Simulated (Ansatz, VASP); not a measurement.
**CaF2: VASP beside Ansatz**

```
Ca F
1.0
     0.00000    2.73100    2.73100
     2.73100    0.00000    2.73100
     2.73100    2.73100    0.00000
Ca F
1 2
Direct
  0.00000 0.00000 0.00000
  0.25000 0.25000 0.25000
  0.75000 0.75000 0.75000
```

Alike in both runs: task single point; functional PBE; k mesh 6 × 6 × 6; occupations gaussian, width 0.1 eV; no spin polarisation.

```csv
,VASP,Ansatz
version,VASP 6.6.1,Ansatz 0.2.0
potentials or method,"VASP PAW PBE potentials, release 64 (Ca_sv, F)","scalar-relativistic, plane waves, PAW"
plane-wave cutoff (eV),520,420
valence electrons in the cell,24,24
```

VASP gave:

| Property | Result |
| --- | --- |
| gap on the k mesh at the Fermi level (eV) | 7.28 |
| least direct gap on the mesh (eV) | 7.53 |
| pressure (GPa) | 2.5 |

What did Ansatz give for the same quantities?

gap on the k mesh at the Fermi level (eV): 7.30; least direct gap on the mesh (eV): 7.56; pressure (GPa): 2.2.

A k mesh can miss the band edges. Expect the measured gap to be larger: semilocal functionals such as PBE lack the derivative discontinuity.
